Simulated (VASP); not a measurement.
Set up this calculation in VASP 6.6.1, as the native input.

* Task: electric field gradients
* Functional: PBE
* Potentials or basis: VASP PAW PBE potentials, release 64 (Tl_d)
* Cutoff: 520 eV
* k mesh: 13 × 13 × 13
* Occupations: fermi-dirac, width 0.03 eV
* Spin: no spin polarisation
* Dipole correction: no
* Further INCAR settings: ALGO = Normal; EDIFF = 1e-08; NBANDS = 12

The structure of Tl lies in POSCAR:

```
Tl
1.0
   -1.9559951735      1.9559951735      1.9559951735
    1.9559951735     -1.9559951735      1.9559951735
    1.9559951735      1.9559951735     -1.9559951735
Tl
1
Direct
    0.0000000000      0.0000000000      0.0000000000
```

This isn't the form of Tl at room conditions, which is hcp.

These files were run (other wordings do the same):

INCAR

```
SYSTEM = Tl
PREC = Accurate ; ENCUT = 520
EDIFF = 1E-8 ; ISMEAR = -1
SIGMA = 0.03 ; LREAL = .FALSE.
LASPH = .TRUE. ; NELM = 60
ALGO = Normal ; ISIF = 2
LWAVE = .FALSE. ; LCHARG = .FALSE.
GGA = PE ; LEFG = .TRUE.
NBANDS = 12
```

KPOINTS

```
regular mesh
0
G
  13 13 13
  0 0 0
```

Potentials or basis: VASP PAW PBE potentials, release 64 (Tl_d).

Run with:

```console
$ cat potpaw_PBE.64/Tl_d/POTCAR > POTCAR
$ mpirun -np 1 vasp_std > vasp.out
```

It gave:

The pressure is 1.4 GPa and the band gap on the k mesh is none (metal or under the smearing width).

Wall time 12 s on 1 thread of Intel(R) Xeon(R) 6975P-C (Granite Rapids), on a shared host, peak memory 0.17 GiB.
